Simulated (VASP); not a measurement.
# Ge (I4_1/amd) in VASP: further runs, part 2 of 2

VASP 6.6.1. The steps go on from the part before.

### Step 3. Relaxation of cell and atoms, PBEsol, target pressure 13.3 GPa, at which the enthalpy is minimised

This run uses another cell than the first one, of 16.19 Å³/atom, 0.874 times its volume.

The input, INCAR:

```
PREC     = Accurate       # precision mode
ENCUT    = 520            # plane-wave cutoff, eV
EDIFF    = 1E-7           # SCF threshold, eV
ISMEAR   = 0              # smearing method
SIGMA    = 0.02           # smearing width, eV
LREAL    = F              # projectors in reciprocal space
LASPH    = T              # aspherical terms in the spheres
NELM     = 80             # most SCF steps
ALGO     = Fast           # electronic algorithm
ISIF     = 3              # what is computed and relaxed
LWAVE    = F              # write WAVECAR
LCHARG   = F              # write CHGCAR
GGA      = PS             # functional
IBRION   = 2              # ionic algorithm
NSW      = 80             # ionic steps
EDIFFG   = -0.002         # ionic threshold
PSTRESS  = 133.0
```

The input, KPOINTS:

```
regular mesh
0
Gamma
  8 8 8
```

The input, POSCAR:

```
Ge                                      
1.0
   -2.4262029383      2.4262029383      1.3751532615
    2.4262029383     -2.4262029383      1.3751532615
    2.4262029383      2.4262029383     -1.3751532615
  Ge            
     2
Direct
     0.2500000000000000    0.7500000000000000    0.5000000000000000
     0.5000000000000000    0.5000000000000000    0.0000000000000000
```

Potentials or basis: VASP PAW PBE potentials, release 64 (Ge_d).

Started as:

```console
cat potpaw_PBE.64/Ge_d/POTCAR > POTCAR
mpirun -np 1 vasp_std > vasp.out
```

OUTCAR:

```text
PREC = Accurate
   ENCUT = 520
   EDIFF = 1E-7
   ISMEAR = 0
   LREAL = F
   LASPH = T
   NELM = 80
   ISIF = 3
   GGA = PS
   IBRION = 2
   NSW = 80
   EDIFFG = -0.002
   PSTRESS = 133.0

 ion  position               nearest neighbor table
   1  0.250  0.750  0.500-   2 2.52   2 2.52   2 2.52   2 2.52
   2  0.500  0.500  0.000-   1 2.52   1 2.52   1 2.52   1 2.52

  LATTYP: Found a body centered tetragonal cell.
 ALAT       =     4.8524058766
 C/A-ratio  =     0.5667923486

  Lattice vectors:

 A1 = (  -2.4262029383,   2.4262029383,   1.3751532615)
 A2 = (   2.4262029383,  -2.4262029383,   1.3751532615)
 A3 = (   2.4262029383,   2.4262029383,  -1.3751532615)

Analysis of symmetry for initial positions (statically):
=====================================================================
 Subroutine PRICEL returns:
 Original cell was already a primitive cell.

 Routine SETGRP: Setting up the symmetry group for a
 body centered tetragonal supercell.

 Subroutine GETGRP returns: Found 16 space group operations
 (whereof  8 operations were pure point group operations)
 out of a pool of 16 trial point group operations.

The static configuration has the point symmetry D_2d.
 The point group associated with its full space group is D_4h.

Analysis of symmetry for dynamics (positions and initial velocities):
=====================================================================
 Subroutine PRICEL returns:
 Original cell was already a primitive cell.

 Routine SETGRP: Setting up the symmetry group for a
 body centered tetragonal supercell.

 Subroutine GETGRP returns: Found 16 space group operations
 (whereof  8 operations were pure point group operations)
 out of a pool of 16 trial point group operations.

The dynamic configuration has the point symmetry D_2d.
 The point group associated with its full space group is D_4h.

 Subroutine INISYM returns: Found 16 space group operations
 (whereof  8 operations are pure point group operations),
 and found     1 'primitive' translations

----------------------------------------------------------------------------------------

                                     Primitive cell

  volume of cell :      32.3791

  direct lattice vectors                    reciprocal lattice vectors
    -2.426202938  2.426202938  1.375153261     0.000000000  0.206083338  0.363595836
     2.426202938 -2.426202938  1.375153261     0.206083338  0.000000000  0.363595836
     2.426202938  2.426202938 -1.375153261     0.206083338  0.206083338  0.000000000

  length of vectors
     3.696480473  3.696480473  3.696480473     0.417938123  0.417938123  0.291445851

  position of ions in fractional coordinates (direct lattice)
     0.250000000  0.750000000  0.500000000
     0.500000000  0.500000000  0.000000000

  ion indices of the primitive-cell ions
   primitive index   ion index
                 1           1
                 2           2

[... 59 lines left out ...]
   NGX,Y,Z   is equivalent  to a cutoff of  12.59, 12.59, 12.59 a.u.
   NGXF,Y,Z  is equivalent  to a cutoff of  25.19, 25.19, 25.19 a.u.
 SYSTEM =  unknown system
   PREC   = accura    normal or accurate (medium, high low for compatibility)
   ISTART =      0    job   : 0-new  1-cont  2-samecut
   ICHARG =      2    charge: 1-file 2-atom 10-const
   ISPIN  =      1    spin polarized calculation?
   LNONCOLLINEAR =      F non collinear calculations
   LSORBIT =      F    spin-orbit coupling
   LASPH  =      T    aspherical Exc in radial PAW
   ENCUT  =  520.0 eV  38.22 Ry    6.18 a.u.   6.87  6.87  6.87*2*pi/ulx,y,z
   NELM   =     80;   NELMIN=  2; NELMDL= -5     # of ELM steps
   EDIFF  = 0.1E-06   stopping-criterion for ELM
   LREAL  =      F    real-space projection
   EDIFFG = -.2E-02   stopping-criterion for IOM
   NSW    =     80    number of steps for IOM
   IBRION =      2    ionic relax: 0-MD 1-quasi-New 2-CG
   NFREE  =      1    steps in history (QN), initial steepest desc. (CG)
   ISIF   =      3    stress and relaxation
   ISYM   =      2    0-nonsym 1-usesym 2-fastsym
   POTIM  = 0.5000    time-step for ionic-motion
   TEBEG  =    0.0;   TEEND  =   0.0 temperature during run
   PSTRESS=  133.0 pullay stress
   NELECT =      28.0000    total number of electrons
   NUPDOWN=      -1.0000    fix difference up-down
   EMIN   =  10.00;   EMAX   =-10.00  energy-range for DOS
   EFERMI =   0.00;   METHOD = LEGACY
   ISMEAR =     0;   SIGMA  =   0.02  broadening in eV -4-tet -1-fermi 0-gaus
   EFERMI_NEDOS =   21; number of points for ismear=-14 and -15
   IALGO  =     68    algorithm
   IMIX   =      4    mixing-type and parameters
     AMIX     =   0.40;   BMIX     =  1.00
     AMIX_MAG =   1.60;   BMIX_MAG =  1.00
  volume/ion in A,a.u.               =      16.19       109.25
  Fermi-wavevector in a.u.,A,eV,Ry     =   1.559693  2.947392 33.098098  2.432642
  Thomas-Fermi vector in A             =   2.663014
   LORBIT       =      0    0 simple, 1 ext, 2 COOP (PROOUT), +10 PAW based schemes
   GGA     = PS    functional components
   LHFCALC =     F    Hartree Fock is set to
   AEXX    =    0.0000 exact exchange contribution
   IVDW    =     0    specifies the selected vdW correction
   LEPSILON=     F    determine dielectric tensor
   LRPA    =     F    only Hartree local field effects (RPA)
 conjugate gradient relaxation of ions
 non-spin polarized calculation
 RMM-DIIS sequential band-by-band and
 Gauss-broadening in eV      SIGMA  =   0.02
  energy-cutoff  :      520.00
  volume of cell :       32.38
 maximum number of plane-waves:       886
   NGX = 13   NGY = 13   NGZ = 13

--------------------------------------- Ionic step        1  -------------------------------------------

 number of electron      28.0000027 magnetization

 Free energy of the ion-electron system (eV)
  ---------------------------------------------------
  ext. energy  EPLUGINS =         0.00000000
  ---------------------------------------------------
  free energy    TOTEN  =        -9.37273585 eV

  energy without entropy =       -9.37216507  energy(sigma->0) =       -9.37245046

------------------------ aborting loop because EDIFF is reached ----------------------------------------

  FORCE on cell =-STRESS in cart. coord.  units (eV):
  Direction    XX          YY          ZZ          XY          YZ          ZX
  --------------------------------------------------------------------------------------
  -------------------------------------------------------------------------------------
  Total        2.7218209      2.7218209      2.7178190      0.0000000      0.0000000      0.0000000
  in kB      134.6805200    134.6805200    134.4824975      0.0000000      0.0000000      0.0000000
  external PRESSURE =       1.6145125 kB  Pullay stress =     133.0000000 kB
[... 97 lines left out ...]
  energy  without entropy=       -9.3732279164  energy(sigma->0) =       -9.37351351

  enthalpy is  TOTEN    =        -6.6848730333 eV   P V=        2.6889260701

[... ionic steps 4 to 11 ...]

--------------------------------------- Ionic step       12  -------------------------------------------

 number of electron      28.0000027 magnetization

------------------------ aborting loop because EDIFF is reached ----------------------------------------
[... 71 lines left out ...]
--------------------------------------- Ionic step       14  -------------------------------------------

 number of electron      28.0000027 magnetization

 Free energy of the ion-electron system (eV)
  ---------------------------------------------------
  ext. energy  EPLUGINS =         0.00000000
  ---------------------------------------------------
  free energy    TOTEN  =        -9.37225344 eV

  energy without entropy =       -9.37168185  energy(sigma->0) =       -9.37196765

 E-fermi :   8.1839     XC(G=0): -12.1708

 val. band max:        8.1705806912   @ k =   0.5000   0.1250   0.0000
 cond. band min:       8.1867112930   @ k =   0.2500   0.1250   0.0000
 fundamental gap:      0.0161306018
 Fermi energy:         8.1839421680

 k-point     1 :       0.0000    0.0000    0.0000
  band No.  band energies     occupation
      1     -16.6201      2.00000
      2     -16.5156      2.00000
      3     -16.5013      2.00000
      4     -16.4589      2.00000
      5     -16.3427      2.00000
      6     -16.3427      2.00000
[... 481 lines left out ...]
      5     -16.4035      2.00000
      6     -16.3327      2.00000
[... 10 lines left out ...]
     17      12.7615      0.00000
     18      14.4292      0.00000

 [... further k-points ...]

------------------------ aborting loop because EDIFF is reached ----------------------------------------

  FORCE on cell =-STRESS in cart. coord.  units (eV):
  Direction    XX          YY          ZZ          XY          YZ          ZX
  --------------------------------------------------------------------------------------
  -------------------------------------------------------------------------------------
  Total        2.6876098      2.6876098      2.6863525      0.0000000     -0.0000000      0.0000000
  in kB      133.0115862    133.0115862    132.9493605      0.0000000     -0.0000000      0.0000000
  external PRESSURE =      -0.0091557 kB  Pullay stress =     133.0000000 kB
[... 21 lines left out ...]
  energy  without entropy=       -9.3716818518  energy(sigma->0) =       -9.37196765

  enthalpy is  TOTEN    =        -6.6848777609 eV   P V=        2.6873756818

 reached required accuracy - stopping structural energy minimisation
```

Wall time 2.4 min (1 thread of Intel Xeon Platinum 8488C (Sapphire Rapids), shared host); peak memory 0.17 GiB.

Results:

| Property | Result |
| --- | --- |
| Free energy | -9.3723 eV |
| Relaxed volume | 16.19 Å³/atom |
| Relaxed cell | a = 3.696 Å, b = 3.696 Å, c = 3.696 Å, α = 97.95°, β = 97.95°, γ = 136.32° |
| Space group after relaxing (to 0.05 Å) | I4_1/amd (No. 141) |
| Energy change on relaxing (the enthalpy is what falls) | +0.2 meV/atom |
| Ionic steps | 14 |
| Pressure after relaxing | 13.3 GPa |
| Band gap on the k mesh | none (metal or under the smearing width) |

The path:
```tsv
step	energy change (eV)	largest force (eV/Å)	pressure (GPa)	volume (Å³)
1	0.0000	0.0000	13.46	32.38
2	-0.0063	0.0000	12.92	32.46
3	-0.0011	0.0000	13.23	32.39
4	-0.0007	0.0000	13.25	32.39
5	-0.0004	0.0000	13.25	32.38
6	-0.0002	0.0000	13.26	32.38
7	-0.0001	0.0000	13.32	32.38
8	-0.0001	0.0000	13.28	32.38
9	-0.0001	0.0000	13.25	32.38
10	-0.0001	0.0000	13.27	32.38
11	-0.0001	0.0000	13.27	32.38
12	0.0009	0.0000	13.46	32.37
13	0.0001	0.0000	13.16	32.38
14	0.0005	0.0000	13.30	32.37
```

Final structure:
```cif
data_structure
_symmetry_space_group_name_H-M 'P 1'
_symmetry_Int_Tables_number 1
_cell_length_a 3.6963
_cell_length_b 3.6963
_cell_length_c 3.6963
_cell_angle_alpha 97.955
_cell_angle_beta 97.955
_cell_angle_gamma 136.321
_cell_volume 32.37
loop_
_atom_site_label
_atom_site_type_symbol
_atom_site_fract_x
_atom_site_fract_y
_atom_site_fract_z
_atom_site_occupancy
Ge1 Ge 0.25000 0.75000 0.50000 1
Ge2 Ge 0.50000 0.50000 0.00000 1
```

Levels at points of the mesh, in eV from the Fermi level:
| k point | band 11 | band 12 | band 13 | band 14 | band 15 | band 16 | band 17 | band 18 |
| --- | --- | --- | --- | --- | --- | --- | --- | --- |
| (0.00, 0.00, 0.00) | -14.49 | -2.92 | -2.46 | -2.46 | 3.20 | 8.51 | 8.73 | 9.02 |
| (0.50, 0.00, 0.00) | -8.71 | -7.17 | -2.32 | -2.12 | -1.82 | 2.23 | 4.19 | 6.45 |
| (0.50, 0.50, 0.00) | -11.32 | -11.32 | 0.91 | 0.91 | 2.80 | 2.80 | 7.55 | 7.55 |
| (0.50, 0.50, 0.50) | -9.01 | -9.01 | -6.76 | -6.76 | 5.76 | 5.76 | 13.43 | 13.43 |

Caveat: the cell is relaxed towards a set pressure, so the enthalpy falls and the energy may rise; the PAW data sets were made with another functional, which shifts forces and pressure a little.
